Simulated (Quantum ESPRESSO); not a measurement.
Runs of Quantum ESPRESSO 7.5 on HfO2. Symmetry: P4_2/nmc, No. 137, tetragonal system. The conventional cell has a = 3.558 Å, b = 3.558 Å, c = 5.172 Å, α = 90.00°, β = 90.00°, γ = 90.00°. Around Hf (site symmetry -4m2) lie 4 O at 2.05 Å. O (site symmetry 2mm) is surrounded by 2 Hf at 2.05 Å. Measurements of this composition are mostly on another form, of space group No. 14.

| level | potentials or basis | k mesh | form of the LDA correlation | mesh quality | pressure (GPa) | largest force (eV/Å) |
| --- | --- | --- | --- | --- | --- | --- |
| LDA | GBRV 1.5 LDA | 10 × 10 × 6, shifted | PZ81 | not flagged | -6.3 | 0.04 |
| LDA | GBRV 1.5 LDA | 4 × 4 × 2, shifted | PZ81 | coarse | -6.4 | (a) |
| PBEsol | GBRV 1.5 PBEsol | 6 × 6 × 4, shifted | - | not flagged | 0.0 | 0.09 |
| LDA | GBRV 1.5 LDA | 2 × 2 × 2, shifted | PZ81 | coarse | -7.4 | 0.08 |
| LDA | GBRV 1.5 LDA | 6 × 6 × 4, shifted | PZ81 | not flagged | -6.3 | 0.04 |
| WC | GBRV 1.5 PBE | 6 × 6 × 4, shifted | - | not flagged | 1.2 | (c) |
| AM05 | GBRV 1.5 PBE | 6 × 6 × 4, shifted | - | not flagged | 0.9 | (b) |

Alike in all rows: task dielectric tensor; no spin polarisation; cell as given; cutoff (eV) 612; smearing fermi-dirac 0.05 eV.

**Question.** Fill in the values left out.

**Answer.** (a) 0.06; (b) 0.07; (c) 0.12.

Caveats: some runs use coarse meshes; the cell is more than 3 GPa from zero pressure, which shifts response properties (some runs); the potentials were made for another functional, which shifts forces and pressure (some runs).

Runs at the PBE level aren't shown here.
